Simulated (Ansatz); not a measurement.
Planning a run of Ansatz 0.2.0 on GeSb2Te4 (R3m). The input:

```yaml
crystal:
  lattice:
    - [2.1547300807, 1.2440339921, 13.8970814052]
    - [-2.1547300807, 1.2440339921, 13.8970814052]
    - [0.0, -2.4880679842, 13.8970814052]
  atoms:
    - { symbol: Ge, position: [0.570457, 0.570457, 0.570457] }
    - { symbol: Sb, position: [0.426528, 0.426528, 0.426528] }
    - { symbol: Sb, position: [0.997988, 0.997988, 0.997988] }
    - { symbol: Te, position: [0.86977, 0.86977, 0.86977] }
    - { symbol: Te, position: [0.134165, 0.134165, 0.134165] }
    - { symbol: Te, position: [0.71137, 0.71137, 0.71137] }
    - { symbol: Te, position: [0.289721, 0.289721, 0.289721] }
kpoints:
  mp_grid: { grid: [4, 4, 4] }
hamiltonian:
  xc: { exchange: pbe, correlation: pbe, exx: { coeff: 0.1 } }
  pseudopotentials: { kind: paw, azcp: { folder: soft_1 } }
scf:
  occupations: { method: fixed }
gw:
  n_empty_bands: 932
  ecut_chi: 150.0
  qp_bands: [v2, c2]
  qp_kpoints: band_edges
  screening: { model: contour_deformation }
```

```sh
ansatz run input.yaml --threads 2 --pin off --max-ram 92160MiB --backend cuda --events-out ev --progress --plain --runs-dir out --devices 1 --max-vram 13GiB
```

Q: How long will it take on 1 × NVIDIA H100 80GB HBM3 (shared by 6 runs) with 2 threads of AMD EPYC 7R13 (Zen 3), shared host, and how much memory?

It took 15 min; on shared hardware allow 7.4 min to 30 min. Peak host memory was 5.1 GiB. The sizes that set the cost: 4337 plane waves a state, 13 irreducible k points, 986 bands summed, 975 plane waves in the screening and 21 SCF cycles.

The screening grows as filled bands × empty bands × pairs of k points, times the square of the screening basis for the matrix.

[Paths, hosts, dates, memory and timing lines, banners, echoed tables and standing remarks are left out of the program output.]

[Logs are printed without paths, hosts, clocks, repeated set-up lines and the standing remarks that a program may print on its own settings, such as how far it seeks lower states.]

[Runs of the session that timed out or met a known fault of the program may be left out.]

[Cells called generated may have been cut or substituted from an entry of the Crystallography Open Database or the Materials Project.]

[Hosts, paths, dates, database ids (printed as entryN), source tags and the programs' standing remarks are cut or masked in the printed files.]
